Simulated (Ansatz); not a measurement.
A decomposition energy, worked out: Si4C

Theory: Ansatz, DFT PBE, scalar-relativistic, plane waves, PAW. Settings: cutoff 420 eV, Γ-centred meshes spaced at most about 0.3 Å⁻¹, and about 0.25 Å⁻¹ or finer for metals (2π included), Gaussian smearing. No spin polarisation.

Formation energies are uncorrected and refer to the elements' standard structures at the same level.

These are static total energies at zero pressure. The reference form of C is held partly by dispersion forces, which this level lacks.

A trial structure of Si4C (reached from: Si and C ordered on hcp sites; relaxed: space group P-6m2 (No. 187), a = 3.195 Å, c = 16.113 Å) has a formation energy of 0.364 eV/atom. It holds Si–Si nets (shortest 2.36 Å). At its composition the lowest mixture among the elements and 1 reference phase computed alike (others may be missing) consists of these:

| phase | source | ΔE_f (eV/atom) |
| --- | --- | --- |
| Si (solid) | element | -0.001 |
| SiC (P6_3mc) | Materials Project | -0.204 |

The lowest database cell of Si (-0.001) lies slightly below the reference, hence the non-zero entry.

Q: Write the balanced decomposition and find its energy per atom, per formula unit and per mole of formula units.

A: Balancing Si and C gives Si4C → 3 Si + SiC. The left side holds 5 atoms, and the products take 3/5 (Si) and 2/5 (SiC) of them. The mixture therefore lies at 3/5 × (-0.001) + 2/5 × (-0.204) = -0.082 eV/atom. The reaction energy is -0.082 − (0.364) = -0.446 eV/atom. Times 5 atoms that is -2.230 eV per Si4C, and times 96.485 it is -215 kJ per mole of Si4C. Decomposition is downhill, so the trial structure is unstable against this mixture.
